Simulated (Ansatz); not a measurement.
# GaP: one input, then a changed one

The cell is COD entry 9008846, as deposited and not checked against the literature; nothing was relaxed. The listed cell was then made from it by scaling, straining or moving an atom.

First run: DFT, LDA, PAW with Ansatz's default frozen-core files, scalar-relativistic (Ansatz 0.2.0).

Command: `ansatz run input.yaml --threads 1 --pin off --max-ram 2048MiB --backend cpu --events-out ev --progress --plain --runs-dir out` The run took 3.5 s on 1 thread of Arm Neoverse V2, on a shared host, peak memory 0.34 GiB.

```yaml
crystal:
  lattice:
    - [0.0, 2.6884177822, 2.6884177822]
    - [2.6884177822, 0.0, 2.6884177822]
    - [2.6884177822, 2.6884177822, 0.0]
  atoms:
    - { symbol: Ga, position: [0.0, 0.0, 0.0] }
    - { symbol: P, position: [0.75, 0.75, 0.75] }
kpoints:
  mp_grid: { grid: [10, 10, 10] }
scf:
  occupations: { method: fermi_dirac, width: 0.05 }
hamiltonian:
  xc: lda
  pseudopotentials: { kind: paw }
output:
  forces: true
  stress: true
  eigenvalues: true
  efg: { contact_densities: true }
```

Result: converged; pressure 0.74 GPa; gap on the k mesh 1.39 eV; 6 SCF iterations.

The input is then changed:

```diff
@@ -12,6 +12,7 @@
   occupations: { method: fermi_dirac, width: 0.05 }
 hamiltonian:
-  xc: lda
+  xc: r2scan
   pseudopotentials: { kind: paw }
+  dispersion: d3bj
 output:
   forces: true
@@ -19,3 +20,7 @@
   eigenvalues: true
   efg: { contact_densities: true }
+  write_density: true
+  write_potential: true
+  elf: true
+  volumetric_format: npy
```

(1) Predict the outcome of the changed run.

Results:

(1) It converged; pressure 2.69 GPa; gap on the k mesh 1.79 eV; 6 SCF iterations.
